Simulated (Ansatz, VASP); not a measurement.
C in VASP and in Ansatz

Contents of INCAR:

```
SYSTEM = C
PREC = Accurate
ENCUT = 520
EDIFF = 1E-6
ISMEAR = 0
SIGMA = 0.1
LREAL = .FALSE.
LASPH = .TRUE.
NELM = 60
ALGO = Normal
ISIF = 2
LWAVE = .FALSE.
LCHARG = .TRUE.
LDIPOL = .TRUE.
IDIPOL = 3
DIPOL = 0.5 0.5 0.345
GGA = PE
IVDW = 12
LELF = .TRUE.
LVHAR = .TRUE.
LVACPOTAV = .TRUE.
NBANDS = 16
```

The input KPOINTS:

```
Automatic mesh
0
G
  15 15 1
  0 0 0
```

POSCAR

```
C
1.0
    2.4656677093      0.0000000000      0.0000000000
   -1.2328338546      2.1353308736      0.0000000000
    0.0000000000      0.0000000000     17.5000661151
C
4
Direct
    0.6666666667      0.3333333333      0.2571437747
    0.3333333333      0.6666666667      0.2571418857
    1.1666666667      0.6666666667      0.4320021459
    1.5000000000      0.3333333333      0.4320002569
```

Input for Ansatz:

```yaml
crystal:
  lattice:
    - [2.4656677093, 0.0, 0.0]
    - [-1.2328338546, 2.1353308736, 0.0]
    - [0.0, 0.0, 17.5000661151]
  atoms:
    - { symbol: C, position: [0.6666666667, 0.3333333333, 0.2571437747] }
    - { symbol: C, position: [0.3333333333, 0.6666666667, 0.2571418857] }
    - { symbol: C, position: [1.1666666667, 0.6666666667, 0.4320021459] }
    - { symbol: C, position: [1.5, 0.3333333333, 0.4320002569] }
basis:
  ecutwfc: 420
kpoints:
  mp_grid: { grid: [15, 15, 1] }
hamiltonian:
  xc: pbe
  dispersion: d3bj
scf:
  occupations: { method: gaussian, width: 0.1 }
output:
  forces: true
  eigenvalues: true
  write_density: true
  write_potential: true
  elf: true
  volumetric_format: npy
efield:
  axis: 3
  dipole_correction: true
  ramp_width: 0.04
```

Alike in both runs: task single point; functional PBE; dispersion D3(BJ); k mesh 15 × 15 × 1; occupations gaussian, width 0.1 eV; no spin polarisation.

```csv
,VASP,Ansatz
version,VASP 6.6.1,Ansatz 0.2.0
potentials or method,"VASP PAW PBE potentials, release 64 (C)","scalar-relativistic, plane waves, PAW"
plane-wave cutoff (eV),520,420
valence electrons in the cell,16,16
```

|  | VASP | Ansatz | Ansatz less VASP |
| --- | --- | --- | --- |
| gap on the k mesh at the Fermi level (eV) | 0.99 | 0.99 | 0.000 |
| least direct gap on the mesh (eV) | 0.99 | 0.99 | 0.000 |
| rms of the force components (eV/Å) | 0.109 | 0.109 | -0.0001 |

Atom by atom the forces differ by 0.000 eV/Å (rms over components). Ansatz warned: «structure_snapped_to_symmetry».
